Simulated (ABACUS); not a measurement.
# FeO (Wuestite) under changes of volume

One of the cells (10.067 Å³/atom); the others are scaled copies at fixed shape and fractional positions:

```xyz
2
Lattice="1.5188 0.8769 2.5196 -1.5188 0.8769 2.5196 0.0000 -1.7538 2.5196" Properties=species:S:1:pos:R:3 pbc="T T T"
Fe    0.0000    0.0000    0.0000
O     0.0000    0.0000    3.7794
```

- Program: ABACUS 3.10.1
- Functional: PBE
- Potentials or basis: PseudoDojo NC SR 0.4.1 PBE standard
- Cutoff: 1225 eV
- Density cutoff: 4898 eV
- Basis: plane waves
- k mesh: 11 × 11 × 11
- Occupations: fermi-dirac, width 0.05 eV
- Spin: collinear spin, ferromagnetic start
- Starting moments: [3.0, 0.0] μB

| volume (Å³/atom) | energy over the lowest point (meV/atom) | pressure (GPa) |
| --- | --- | --- |
| 9.463 | 15.33 | 10.7 |
| 9.664 | 4.88 | 6.0 |
| 9.866 | 0.00 | 1.8 |
| 10.067 | ? | ? |
| 10.268 | 4.66 | -5.3 |
| 10.470 | 13.21 | -8.3 |
| 10.671 | 25.36 | -11.0 |

Question: What does the run at 10.067 Å³/atom give?

Answer: Energy over the lowest point 0.10 meV/atom; pressure -1.9 GPa.

Worked out: A Birch-Murnaghan fit of order 3 (a polynomial in V^(-2/3)) to the other rows has its minimum at 9.96 Å³/atom with B0 = V·E''(V) = 186 GPa and B' = 4.5 at fixed shape and positions, which overstates the stiffness. It gives 0.10 meV/atom at 10.067 Å³/atom, against the run's 0.10, and -dE/dV = -1.9 GPa, against -1.9.

Energies are extrapolated to zero smearing.

Caveats: a cell with one magnetic atom can't hold antiferromagnetic order, which such compounds often take.
